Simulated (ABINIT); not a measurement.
A run of ABINIT 10.8.3 (patched build) is set up as follows.

The input run.abi:

```
# Pseudopotentials
pp_dirpath "./"
pseudos "Ti.upf, C.upf"

# Structure
acell 3*1.0
rprim
     2.9114976028     1.6809539246     9.0967066484
    -2.9114976028     1.6809539246     9.0967066484
     0.0000000000    -3.3619078495     9.0967066484
ntypat 2
znucl 22 6
natom 3
typat 1 1 2
xred
     0.7545021700     0.7545021700     0.7545021700
     0.2454978300     0.2454978300     0.2454978300
     0.5000000000     0.5000000000     0.5000000000

# Plane-wave basis
ecut 35.0

# k points
kptopt 1
ngkpt 8 8 8
nshiftk 1
shiftk 0.0 0.0 0.0

# Exchange and correlation
ixc 7

# Bands and occupations
nband 18
occopt 3
tsmear 0.05 eV

# SCF cycle
nstep 100
tolvrs 1.0e-10

# Output
iomode 3
prtwf 0
prtden 0
prteig 0
prtebands 0
enunit 2
```

Potentials or basis: PseudoDojo NC SR LDA v0.4.1 standard.

Launch:

```bash
$ mpirun --bind-to none -np 4 abinit run.abi > log 2>&1
```

(1) Predict the largest force.

(2) Predict the band gap on the k mesh.

Results:

(1) 0.342 eV/Å.

(2) none (metal or under the smearing width).
